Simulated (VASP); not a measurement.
A run of VASP 6.6.1:

File INCAR:

```
PREC     = Accurate       # precision mode
ENCUT    = 520            # plane-wave cutoff, eV
EDIFF    = 1E-7           # SCF threshold, eV
ISMEAR   = 0              # smearing method
SIGMA    = 0.02           # smearing width, eV
LREAL    = False          # projectors in reciprocal space
LASPH    = True           # aspherical terms in the spheres
NELM     = 60             # most SCF steps
ALGO     = Normal         # electronic algorithm
ISIF     = 2              # what is computed and relaxed
LWAVE    = False          # write WAVECAR
LCHARG   = True           # write CHGCAR
MAGMOM   = 0 0 0 0 0 0 0 0 0 # initial moments
LORBIT   = 11             # projections on sites
LSORBIT  = True           # spin-orbit coupling
GGA_COMPAT= False        
GGA      = PE             # functional
LVHAR    = True         
KPAR     = 4
```

Contents of KPOINTS:

```
regular mesh
0
Gamma
  8 8 8
```

File POSCAR:

```
Mg2Si                                   
1.0
   -0.0000000000      3.1590997494      3.1590997494
    3.1590997494      0.0000000000      3.1590997494
    3.1590997494      3.1590997494     -0.0000000000
  Si              Mg            
     1     2
Direct
     0.0000000000000000    0.0000000000000000    0.0000000000000000
     0.2500000000000000    0.2500000000000000    0.2500000000000000
     0.7500000000000000    0.7500000000000000    0.7500000000000000
```

Potentials or basis: VASP PAW PBE potentials, release 64 (Si, Mg).

Run with:

```sh
$ cat potpaw_PBE.64/Si/POTCAR potpaw_PBE.64/Mg/POTCAR > POTCAR
$ mpirun -np 4 vasp_ncl > vasp.out
```

Hardware: 4 MPI ranks on Intel(R) Xeon(R) Platinum 8488C (Sapphire Rapids), on a shared host.

**Question.** Estimate the wall time of this run.

**Answer.** Wall time 26 s on 4 MPI ranks on Intel(R) Xeon(R) Platinum 8488C (Sapphire Rapids), with other jobs on the host, peak memory 0.39 GiB a rank. Counts: scf iterations 14, k points 29.
